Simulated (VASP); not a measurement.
# Li (Im-3m) in VASP: a series of runs

One crystal, Li, is run at these levels: PBEsol; tasks: single point.

Everything below comes from runs of VASP 6.6.1. Logs are shortened: lines on timing, memory, paths and dates and some standing lists are left out, and cuts for length are marked.

**1. The crystal as given**

Symmetry: Im-3m, No. 229, cubic system. Conventional cell: a = 3.435 Å, b = 3.435 Å, c = 3.435 Å, α = 90.00°, β = 90.00°, γ = 90.00°. Li (site symmetry m-3m) has 8 Li at 2.98 Å as nearest neighbours.

**2. Single point, PBEsol**

INCAR

```
ALGO = Normal
EDIFF = 1E-7
ENCUT = 520
GGA = PS
ISIF = 2
ISMEAR = 0
LASPH = T
LCHARG = F
LREAL = F
LWAVE = F
NBANDS = 8
NELM = 100
PREC = Accurate
SIGMA = 0.05
```

KPOINTS

```
k-points
0
Gamma
  16 16 16
```

POSCAR

```
Li
1.0
   -1.7177238627      1.7177238627      1.7177238627
    1.7177238627     -1.7177238627      1.7177238627
    1.7177238627      1.7177238627     -1.7177238627
Li
1
Direct
    0.0000000000      0.0000000000      0.0000000000
```

Potentials or basis: VASP PAW PBE potentials, release 64 (Li_sv).

The run is started by

```console
cat potpaw_PBE.64/Li_sv/POTCAR > POTCAR
mpirun -np 1 vasp_std > vasp.out
```

OUTCAR:

```text
EDIFF = 1E-7
   ENCUT = 520
   GGA = PS
   ISIF = 2
   ISMEAR = 0
   LASPH = T
   LREAL = F
   NELM = 100
   PREC = Accurate

 ion  position               nearest neighbor table
   1  0.000  0.000  0.000-

  LATTYP: Found a body centered cubic cell.
 ALAT       =     3.4354477254

  Lattice vectors:

 A1 = (  -1.7177238627,   1.7177238627,   1.7177238627)
 A2 = (   1.7177238627,  -1.7177238627,   1.7177238627)
 A3 = (   1.7177238627,   1.7177238627,  -1.7177238627)

Analysis of symmetry for initial positions (statically):
=====================================================================
 Subroutine PRICEL returns:
 Original cell was already a primitive cell.

 Routine SETGRP: Setting up the symmetry group for a
 body centered cubic supercell.

 Subroutine GETGRP returns: Found 48 space group operations
 (whereof 48 operations were pure point group operations)
 out of a pool of 48 trial point group operations.

The static configuration has the point symmetry O_h .

Analysis of symmetry for dynamics (positions and initial velocities):
=====================================================================
 Subroutine PRICEL returns:
 Original cell was already a primitive cell.

 Routine SETGRP: Setting up the symmetry group for a
 body centered cubic supercell.

 Subroutine GETGRP returns: Found 48 space group operations
 (whereof 48 operations were pure point group operations)
 out of a pool of 48 trial point group operations.

The dynamic configuration has the point symmetry O_h .

 Subroutine INISYM returns: Found 48 space group operations
 (whereof 48 operations are pure point group operations),
 and found     1 'primitive' translations

----------------------------------------------------------------------------------------

                                     Primitive cell

  volume of cell :      20.2731

  direct lattice vectors                    reciprocal lattice vectors
    -1.717723863  1.717723863  1.717723863     0.000000000  0.291082875  0.291082875
     1.717723863 -1.717723863  1.717723863     0.291082875  0.000000000  0.291082875
     1.717723863  1.717723863 -1.717723863     0.291082875  0.291082875  0.000000000

  length of vectors
     2.975185004  2.975185004  2.975185004     0.411653349  0.411653349  0.411653349

  position of ions in fractional coordinates (direct lattice)
     0.000000000  0.000000000  0.000000000

  ion indices of the primitive-cell ions
   primitive index   ion index
                 1           1

----------------------------------------------------------------------------------------

 KPOINTS: k-points

Automatic generation of k-mesh.
 Grid dimensions read from file:
 generate k-points for:   16   16   16

 Generating k-lattice:

  Cartesian coordinates                     Fractional coordinates (reciprocal lattice)
     0.000000000  0.018192680  0.018192680     0.062500000  0.000000000  0.000000000
     0.018192680  0.000000000  0.018192680     0.000000000  0.062500000  0.000000000
     0.018192680  0.018192680  0.000000000     0.000000000  0.000000000  0.062500000

  Length of vectors
     0.025728334  0.025728334  0.025728334

  Shift w.r.t. Gamma in fractional coordinates (k-lattice)
     0.000000000  0.000000000  0.000000000

 Subroutine IBZKPT returns following result:
 ===========================================

 Found    145 irreducible k-points:

 Following reciprocal coordinates:
            Coordinates               Weight
  0.000000  0.000000  0.000000      1.000000
  0.062500  0.000000  0.000000     12.000000
  0.125000  0.000000  0.000000     12.000000
  0.187500  0.000000  0.000000     12.000000
  0.250000  0.000000  0.000000     12.000000
  0.312500  0.000000  0.000000     12.000000
[... 16 lines left out ...]
  0.187500  0.187500  0.000000     24.000000
  0.250000  0.187500  0.000000     48.000000
 [... further k-points ...]
   k-points           NKPTS =    145   k-points in BZ     NKDIM =    145   number of bands    NBANDS=      8
   number of dos      NEDOS =    301   number of ions     NIONS =      1
   total plane-waves  NPLWV =  13824
   dimension x,y,z NGX =    24 NGY =   24 NGZ =   24
   dimension x,y,z NGXF=    48 NGYF=   48 NGZF=   48
   ions per type =               1
   NGX,Y,Z   is equivalent  to a cutoff of  13.41, 13.41, 13.41 a.u.
   NGXF,Y,Z  is equivalent  to a cutoff of  26.82, 26.82, 26.82 a.u.
 SYSTEM =  unknown system
   PREC   = accura    normal or accurate (medium, high low for compatibility)
   ISTART =      0    job   : 0-new  1-cont  2-samecut
   ICHARG =      2    charge: 1-file 2-atom 10-const
   ISPIN  =      1    spin polarized calculation?
   LNONCOLLINEAR =      F non collinear calculations
   LSORBIT =      F    spin-orbit coupling
   LASPH  =      T    aspherical Exc in radial PAW
   ENCUT  =  520.0 eV  38.22 Ry    6.18 a.u.   5.53  5.53  5.53*2*pi/ulx,y,z
   NELM   =    100;   NELMIN=  2; NELMDL= -5     # of ELM steps
   EDIFF  = 0.1E-06   stopping-criterion for ELM
   LREAL  =      F    real-space projection
   EDIFFG = 0.1E-05   stopping-criterion for IOM
   NSW    =      0    number of steps for IOM
   IBRION =     -1    ionic relax: 0-MD 1-quasi-New 2-CG
   NFREE  =      0    steps in history (QN), initial steepest desc. (CG)
   ISIF   =      2    stress and relaxation
   ISYM   =      2    0-nonsym 1-usesym 2-fastsym
   POTIM  = 0.5000    time-step for ionic-motion
   TEBEG  =    0.0;   TEEND  =   0.0 temperature during run
   PSTRESS=    0.0 pullay stress
   NELECT =       3.0000    total number of electrons
   NUPDOWN=      -1.0000    fix difference up-down
   EMIN   =  10.00;   EMAX   =-10.00  energy-range for DOS
   EFERMI =   0.00;   METHOD = LEGACY
   ISMEAR =     0;   SIGMA  =   0.05  broadening in eV -4-tet -1-fermi 0-gaus
   EFERMI_NEDOS =   21; number of points for ismear=-14 and -15
   IALGO  =     38    algorithm
   IMIX   =      4    mixing-type and parameters
     AMIX     =   0.40;   BMIX     =  1.00
     AMIX_MAG =   1.60;   BMIX_MAG =  1.00
  volume/ion in A,a.u.               =      20.27       136.81
  Fermi-wavevector in a.u.,A,eV,Ry     =   0.865915  1.636342 10.201767  0.749809
  Thomas-Fermi vector in A             =   1.984228
   LORBIT       =      0    0 simple, 1 ext, 2 COOP (PROOUT), +10 PAW based schemes
   GGA     = PS    functional components
   LHFCALC =     F    Hartree Fock is set to
   AEXX    =    0.0000 exact exchange contribution
   IVDW    =     0    specifies the selected vdW correction
   LEPSILON=     F    determine dielectric tensor
   LRPA    =     F    only Hartree local field effects (RPA)
 non-spin polarized calculation
 Gauss-broadening in eV      SIGMA  =   0.05
  energy-cutoff  :      520.00
  volume of cell :       20.27
 maximum number of plane-waves:       564
 NGX is ok and might be reduce to    24
   NGX = 11   NGY = 11   NGZ = 11

 number of electron       3.0000000 magnetization

 Free energy of the ion-electron system (eV)
  ---------------------------------------------------
  ext. energy  EPLUGINS =         0.00000000
  ---------------------------------------------------
  free energy    TOTEN  =        -1.96595702 eV

  energy without entropy =       -1.96502202  energy(sigma->0) =       -1.96548952

 E-fermi :   0.6211     XC(G=0):  -7.0173

 val. band max:        0.5987297886   @ k =   0.2500   0.2500   0.0000
 cond. band min:       0.6328125520   @ k =   0.3125   0.1875   0.0000
 fundamental gap:      0.0340827633
 Fermi energy:         0.6210760319

 k-point     1 :       0.0000    0.0000    0.0000
  band No.  band energies     occupation
      1     -45.2861      2.00000
      2      -2.9281      2.00000
      3      15.2553      0.00000
      4      15.2553      0.00000
      5      15.2553      0.00000
      6      19.9812      0.00000
      7      19.9812      0.00000
      8      19.9812      0.00000

 k-point     2 :       0.0625    0.0000    0.0000
  band No.  band energies     occupation
      1     -45.2853      2.00000
      2      -2.8542      2.00000
      3      14.7493      0.00000
      4      14.8750      0.00000
      5      15.1244      0.00000
      6      18.8297      0.00000
      7      19.0142      0.00000
      8      20.2288      0.00000

 k-point     3 :       0.1250    0.0000    0.0000
  band No.  band energies     occupation
      1     -45.2831      2.00000
      2      -2.6328      2.00000
      3      13.2761      0.00000
      4      14.0671      0.00000
      5      14.7536      0.00000
      6      17.7827      0.00000
      7      17.8154      0.00000
      8      19.8340      0.00000

 k-point     4 :       0.1875    0.0000    0.0000
  band No.  band energies     occupation
      1     -45.2798      2.00000
      2      -2.2633      2.00000
      3      11.3225      0.00000
      4      13.2063      0.00000
      5      14.2283      0.00000
      6      16.7091      0.00000
      7      17.4304      0.00000
      8      19.8865      0.00000

 k-point     5 :       0.2500    0.0000    0.0000
  band No.  band energies     occupation
      1     -45.2758      2.00000
      2      -1.7476      2.00000
      3       9.3275      0.00000
      4      12.4394      0.00000
      5      13.6700      0.00000
      6      15.8236      0.00000
      7      17.3475      0.00000
      8      20.2954      0.00000
[... 177 lines left out ...]
 k-point    22 :       0.4375    0.1250    0.0000
  band No.  band energies     occupation
      1     -45.2647      2.00000
      2       1.1643      0.00000
      3       3.9244      0.00000
      4       9.4770      0.00000
      5      11.4870      0.00000
      6      16.6640      0.00000
      7      18.4796      0.00000
      8      23.2078      0.00000

 k-point    23 :       0.1875    0.1875    0.0000
  band No.  band energies     occupation
      1     -45.2709      2.00000
      2      -0.9307      2.00000
      3       8.1277      0.00000
      4       9.5788      0.00000
      5      12.2220      0.00000
      6      17.5001      0.00000
      7      18.1570      0.00000
      8      21.2235      0.00000

 k-point    24 :       0.2500    0.1875    0.0000
  band No.  band energies     occupation
      1     -45.2679      2.00000
      2      -0.1999      2.00000
      3       6.6198      0.00000
      4       8.8390      0.00000
      5      11.8122      0.00000
      6      17.6637      0.00000
      7      18.4884      0.00000
      8      21.9390      0.00000

 [... further k-points ...]

------------------------ aborting loop because EDIFF is reached ----------------------------------------

  FORCE on cell =-STRESS in cart. coord.  units (eV):
  Direction    XX          YY          ZZ          XY          YZ          ZX
  --------------------------------------------------------------------------------------
  -------------------------------------------------------------------------------------
  Total       -0.0136307     -0.0136307     -0.0136307     -0.0000000      0.0000000     -0.0000000
  in kB       -1.0772336     -1.0772336     -1.0772336     -0.0000000      0.0000000     -0.0000000
  external PRESSURE =      -1.0772336 kB  Pullay stress =       0.0000000 kB

 VOLUME and BASIS-vectors are now :
 -----------------------------------------------------------------------------
  energy-cutoff  :      520.00
  volume of cell :       20.27
      direct lattice vectors                 reciprocal lattice vectors
    -1.717723863  1.717723863  1.717723863     0.000000000  0.291082875  0.291082875
     1.717723863 -1.717723863  1.717723863     0.291082875  0.000000000  0.291082875
     1.717723863  1.717723863 -1.717723863     0.291082875  0.291082875  0.000000000

 POSITION                                       TOTAL-FORCE (eV/Angst)
 -----------------------------------------------------------------------------------
      0.00000      0.00000      0.00000        -0.000000      0.000000     -0.000000
 -----------------------------------------------------------------------------------
    total drift:                               -0.000000      0.000000     -0.000000

  FREE ENERGIE OF THE ION-ELECTRON SYSTEM (eV)
  ---------------------------------------------------
  free  energy   TOTEN  =        -1.9659570161 eV

  energy  without entropy=       -1.9650220222  energy(sigma->0) =       -1.96548952
```

It took 9 s on 1 thread of Intel Xeon Platinum 8488C (Sapphire Rapids), shared host; peak memory 0.14 GiB.

What came out:

| Property | Result |
| --- | --- |
| Free energy | -1.9660 eV |
| Band gap on the k mesh | none (metal or under the smearing width) |

Caveat: the cutoff is under 1.25 times the usual one of these potentials, so pressure, stress and relaxed cells hold a basis-set (Pulay) error; the PAW data sets were made with another functional, which shifts forces and pressure a little.

**3. Single point, PBEsol**

This run uses another cell than the first one, of 21.25 Å³/atom, 1.048 times its volume.

INCAR

```
PREC = Accurate
ENCUT = 520
EDIFF = 1E-6
ISMEAR = 0
SIGMA = 0.05
LREAL = F
LASPH = T
NELM = 100
ALGO = Normal
ISIF = 2
LWAVE = F
LCHARG = F
GGA = PS
NBANDS = 8
```

KPOINTS

```
Automatic mesh
0
Gamma
  16 16 16
```

POSCAR

```
Li
1.0
   -1.7450000000      1.7450000000      1.7450000000
    1.7450000000     -1.7450000000      1.7450000000
    1.7450000000      1.7450000000     -1.7450000000
Li
1
Direct
    0.0000000000      0.0000000000      0.0000000000
```

Potentials or basis: VASP PAW PBE potentials, release 64 (Li_sv).

The run is started by

```console
cat potpaw_PBE.64/Li_sv/POTCAR > POTCAR
mpirun -np 1 vasp_std > vasp.out
```

It took 8.8 s on 1 thread of Intel Xeon Platinum 8488C (Sapphire Rapids), shared host; peak memory 0.14 GiB.

Results (log left out):

| Quantity | Value |
| --- | --- |
| Free energy | -1.9643 eV |
| Band gap on the k mesh | none (metal or under the smearing width) |

Levels at points of the mesh, in eV from the Fermi level:
```
           k point  band 1  band 2  band 3  band 4  band 5
(0.00, 0.00, 0.00)  -45.99   -3.49   14.16   14.16   14.16
(0.50, 0.00, 0.00)  -45.97    0.26    3.12   10.05   11.49
(0.50, 0.50, 0.50)  -45.96    5.36    5.36    5.36    7.56
```

Caveat: the cutoff is under 1.25 times the usual one of these potentials, so pressure, stress and relaxed cells hold a basis-set (Pulay) error; the PAW data sets were made with another functional, which shifts forces and pressure a little.

(Continued in part 2 of 2.)
